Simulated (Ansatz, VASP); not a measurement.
Si: VASP beside Ansatz

The input INCAR:

```
PREC = Accurate
ENCUT = 520
EDIFF = 1E-7
ISMEAR = -1
SIGMA = 0.05
LREAL = F
LASPH = T
NELM = 60
ALGO = Normal
ISIF = 2
LWAVE = F
LCHARG = F
GGA = PE
IVDW = 13
NBANDS = 11
```

Contents of KPOINTS:

```
regular mesh
0
Gamma
  8 8 8
```

Contents of POSCAR:

```
Si
1.0
    0.0000000000      2.6662876123      2.6662876123
    2.6662876123      0.0000000000      2.6662876123
    2.6662876123      2.6662876123      0.0000000000
Si
2
Direct
    0.5000000000      0.5000000000      0.5000000000
    0.7500000000      0.7500000000      0.7500000000
```

Contents of input.yaml:

```yaml
crystal:
  lattice:
    - [0.0, 2.6662876123, 2.6662876123]
    - [2.6662876123, 0.0, 2.6662876123]
    - [2.6662876123, 2.6662876123, 0.0]
  atoms:
    - { symbol: Si, position: [0.5, 0.5, 0.5] }
    - { symbol: Si, position: [0.75, 0.75, 0.75] }
hamiltonian:
  xc: pbe
  pseudopotentials: { kind: paw }
  dispersion: d4
kpoints:
  mp_grid: { grid: [8, 8, 8] }
scf:
  occupations: { method: fermi_dirac, width: 0.05 }
output:
  forces: true
  stress: true
  eigenvalues: true
```

Alike in both runs: task single point; functional PBE; dispersion D4; k mesh 8 × 8 × 8; occupations fermi-dirac, width 0.05 eV; no spin polarisation.

|  | VASP | Ansatz |
| --- | --- | --- |
| version | VASP 6.6.1 | Ansatz 0.2.0 |
| potentials or method | VASP PAW PBE potentials, release 64 (Si) | Ansatz PAW |
| plane-wave cutoff (eV) | 520 | 420 |
| valence electrons in the cell | 8 | 8 |

Ansatz gave:

| Item | Value |
| --- | --- |
| gap on the k mesh at the Fermi level (eV) | 0.52 |
| least direct gap on the mesh (eV) | 2.58 |
| pressure (GPa) | 5.1 |
| dispersion energy (meV/atom) | -350.2 |

Problem. What did VASP give for the same quantities?

Solution. gap on the k mesh at the Fermi level (eV): 0.52; least direct gap on the mesh (eV): 2.59; pressure (GPa): 5.0; dispersion energy (meV/atom): -350.1.

A k mesh can miss the band edges. Expect the measured gap to be larger: semilocal functionals such as PBE lack the derivative discontinuity.
